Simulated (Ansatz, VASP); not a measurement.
# MgO: VASP beside Ansatz

File INCAR:

```
  PREC = Accurate
  ENCUT = 520
  EDIFF = 1E-7
  ISMEAR = -1
  SIGMA = 0.05
  LREAL = False
  LASPH = True
  NELM = 100
  ALGO = Normal
  ISIF = 2
  LWAVE = False
  LCHARG = False
  GGA = PE
  NBANDS = 11
```

File KPOINTS:

```
regular mesh
0
Gamma
  10 10 10
```

Contents of POSCAR:

```
MgO
1.0
    0.0000000000      2.3214330279      2.3214330279
    2.3214330279      0.0000000000      2.3214330279
    2.3214330279      2.3214330279      0.0000000000
Mg O
1 1
Direct
    0.5000000000      0.5000000000      0.5000000000
    0.7500000000      0.7500000000      0.7500000000
```

The input input.yaml:

```yaml
crystal:
  lattice:
    - [0.0, 2.3214330279, 2.3214330279]
    - [2.3214330279, 0.0, 2.3214330279]
    - [2.3214330279, 2.3214330279, 0.0]
  atoms:
    - { symbol: Mg, position: [0.5, 0.5, 0.5] }
    - { symbol: O, position: [0.75, 0.75, 0.75] }
hamiltonian:
  xc: pbe
  pseudopotentials: { kind: paw }
kpoints:
  mp_grid: { grid: [10, 10, 10] }
scf:
  occupations: { method: fermi_dirac, width: 0.05 }
output:
  forces: true
  stress: true
  eigenvalues: true
```

The cell was built by a generator and needn't be a form met in nature.

Alike in both runs: task single point; functional PBE; k mesh 10 × 10 × 10; occupations fermi-dirac, width 0.05 eV; no spin polarisation.

|  | VASP | Ansatz |
| --- | --- | --- |
| version | VASP 6.6.1 | Ansatz 0.2.0 |
| potentials or method | VASP PAW PBE potentials, release 64 (Mg, O) | Ansatz PAW |
| plane-wave cutoff (eV) | 520 | 420 |
| valence electrons in the cell | 8 | 16 |

Ansatz gave:

```
gap on the k mesh at the Fermi level (eV) : 3.37
least direct gap on the mesh (eV)         : 3.37
pressure (GPa)                            : -2.2
```

Q: What did VASP give for the same quantities?

A: gap on the k mesh at the Fermi level (eV): 3.36; least direct gap on the mesh (eV): 3.36; pressure (GPa): -2.6.

The two sets of potentials don't hold the same shells in valence.

Caveats: the pressure holds a Pulay correction of +0.4 GPa for the finite cutoff (Ansatz).
